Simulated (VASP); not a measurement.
Write the native input for VASP 6.6.1 that does the following.

```
Task                   : single point
Functional             : LDA
Potentials or basis    : VASP PAW LDA potentials, release 64 (P)
Cutoff                 : 520 eV
k mesh                 : 23 × 23 × 23
Occupations            : fermi-dirac, width 0.1 eV
Spin                   : no spin polarisation
Dipole correction      : no
Further INCAR settings : ALGO = Normal; EDIFF = 1e-07; NBANDS = 8
```

The structure of P lies in POSCAR:

```
P
1.0
    0.0000000000      1.9066316600      1.9066316600
    1.9066316600      0.0000000000      1.9066316600
    1.9066316600      1.9066316600      0.0000000000
P
1
Direct
    0.0000000000      0.0000000000      0.0000000000
```

This isn't the form of P at room conditions, which is orthorhombic.

The input as run:

INCAR

```
SYSTEM = P
PREC = Accurate
ENCUT = 520
EDIFF = 1E-7
ISMEAR = -1
SIGMA = 0.1
LREAL = .FALSE.
LASPH = .TRUE.
NELM = 100
ALGO = Normal
ISIF = 2
LWAVE = .FALSE.
LCHARG = .FALSE.
GGA = CA
NBANDS = 8
```

KPOINTS

```
regular mesh
0
G
  23 23 23
  0 0 0
```

Potentials or basis: VASP PAW LDA potentials, release 64 (P).

Launch:

```sh
$ cat potpaw_LDA.64/P/POTCAR > POTCAR
$ mpirun -np 1 vasp_std > vasp.out
```

Results of the run:

```json
{
  "Pressure": "0.0 GPa",
  "Band gap on the k mesh": "none (metal or under the smearing width)"
}
```

It took 39 s on 1 thread of Intel(R) Xeon(R) Platinum 8259CL CPU @ 2.50GHz (Skylake/Cascade Lake) (shared host), peak memory 0.14 GiB.
